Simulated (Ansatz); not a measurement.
# FeSi2: the cost of one run

Program: Ansatz 0.2.0. Level of theory: DFT PBE, scalar-relativistic, plane waves, PAW. These are calculated values, not measurements.

**1. The structure to begin with**

Symmetry: P6mm, No. 183, hexagonal system. The conventional cell has a = 2.935 Å, b = 2.935 Å, c = 6.082 Å, α = 90.00°, β = 90.00°, γ = 120.00°. Fe (site symmetry 6mm) has 2 Si at 2.23 to 2.26 Å as nearest neighbours. Si (site symmetry 6mm) has 1 Si at 1.60 Å and 1 Fe at 2.23 Å as nearest neighbours. Si (site symmetry 6mm) is surrounded by 1 Si at 1.60 Å and 1 Fe at 2.26 Å.

Structure file:

```cif
data_structure
_symmetry_space_group_name_H-M 'P6mm'
_symmetry_Int_Tables_number 183
_cell_length_a 2.9353
_cell_length_b 2.9353
_cell_length_c 6.0820
_cell_angle_alpha 90.000
_cell_angle_beta 90.000
_cell_angle_gamma 120.000
_cell_volume 45.38
loop_
_atom_site_label
_atom_site_type_symbol
_atom_site_symmetry_multiplicity
_atom_site_Wyckoff_symbol
_atom_site_fract_x
_atom_site_fract_y
_atom_site_fract_z
_atom_site_occupancy
Fe1 Fe 1 a 0.00000 0.00000 0.29986 1
Si1 Si 1 a 0.00000 0.00000 0.93371 1
Si2 Si 1 a 0.00000 0.00000 0.67076 1
```

Recipe of the guess: random cell by space group and Wyckoff sites (P6mm, No. 183). The dimensions are guesses.

**2. Probe: one point on a coarse mesh**

Contents of input.yaml:

```yaml
crystal:
  lattice:
    - [2.93531444, 0.0, 0.0]
    - [-1.46765722, 2.54205687, 0.0]
    - [0.0, 0.0, 6.081975]
  atoms:
    - { symbol: Fe, position: [0.0, 0.0, 0.29986031], spin: 4.0 }
    - { symbol: Si, position: [0.0, 0.0, 0.93371173] }
    - { symbol: Si, position: [0.0, 0.0, 0.6707581] }
basis:
  ecutwfc: 420
kpoints:
  mp_grid: { grid: [6, 6, 4] }
hamiltonian:
  xc: pbe
scf:
  occupations: { method: gaussian, width: 0.1 }
  lower_state_search: "off"
output:
  forces: true
  stress: true
  eigenvalues: true
  populations: true
magnetization:
  spin_polarized: true
```

Started as:

```
$ ansatz run input.yaml --threads 1 --pin off --max-ram 2560MiB --backend cpu --events-out ev --progress --plain --runs-dir out
```

What time and memory should one allow on 1 thread of Intel Xeon Platinum 8259CL at 2.50GHz (Skylake/Cascade Lake), shared host?

About 8.5 s, with a peak of 0.35 GiB.
